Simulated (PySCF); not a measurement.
**Spin-Hamiltonian simulation**

Molecule: SMILES c1cc(O)ccc1, C₆H₆O.

Geometry (Å), atoms numbered from 1 in this order:
```xyz
13

O     2.4756   -0.1991    0.1058
C     1.1240   -0.0987    0.0468
C     0.3984   -1.2720   -0.1238
C    -0.9828   -1.2189   -0.1901
C    -1.6536   -0.0071   -0.0879
C    -0.9233    1.1584    0.0822
C     0.4612    1.1185    0.1501
H     2.8527    0.6766    0.2260
H     0.9323   -2.2111   -0.2024
H    -1.5427   -2.1377   -0.3229
H    -2.7347    0.0269   -0.1412
H    -1.4317    2.1123    0.1640
H     1.0292    2.0347    0.2841
```

Level of theory: geometry: PBE0-D3(BJ)/def2-TZVP, shielding tensors at B97-2/pcSseg-2 (GIAO), J: B3LYP/pcJ-2 (without the spin–dipole term), in PySCF (one computed conformer, one averaged value for each set of equivalent atoms, non-relativistic Hamiltonian, gas phase).

Referencing at the same level of theory: ¹H against TMS.

The 5-spin Hamiltonian (Zeeman plus full scalar coupling among like nuclei) was diagonalised exactly; lines are Lorentzian, 0.5 Hz wide, and the maxima above 3 % are listed with the tallest set to 100.

Peak list at 800 MHz for the spins H9/H10/H11/H12/H13:
```tsv
Hz	ppm	height
6003.9	7.505	10
6001.6	7.502	68
6000.6	7.501	24
5999.4	7.499	25
5995.2	7.494	12
5993.6	7.492	34
5992.8	7.491	85
5991.5	7.489	85
5990.7	7.488	37
5989.2	7.486	12
5984.8	7.481	28
5983.7	7.480	26
5982.7	7.478	76
5980.3	7.475	11
5681.6	7.102	21
5680.7	7.101	38
5679.8	7.100	21
5672.7	7.091	33
5671.9	7.090	71
5671.1	7.089	34
5664.0	7.080	19
5663.1	7.079	34
5662.2	7.078	19
5543.7	6.930	13
5543.0	6.929	15
5541.5	6.927	83
5540.6	6.926	100
5539.5	6.924	43
5538.4	6.923	29
5533.5	6.917	29
5532.6	6.916	44
5531.4	6.914	97
5530.5	6.913	83
5529.1	6.911	14
5528.0	6.910	11
```

Extract the chemical shifts and coupling constants behind this pattern (give the signs of the calculation).

Results:


Shifts (ppm): H9/H13 6.92, H10/H12 7.49, H11 7.09.
Couplings (Hz): H9–H10, H12–H13: 9.7; H9–H11, H11–H13: 0.9; H9–H12, H10–H13: 0.4; H9–H13: 2.9; H10–H11, H11–H12: 8.8; H10–H12: 1.6.
These are the parameters used. A line list fixes at most the relative signs, and those only where coupling is strong; other parameter sets or atom labellings may fit too, and couplings well below the line width leave little trace. Those between chemically equivalent but magnetically inequivalent protons (AA′, BB′) do shape the pattern.

OH/NH shifts are gas-phase values; hydrogen bonding in solution moves them, usually downfield.
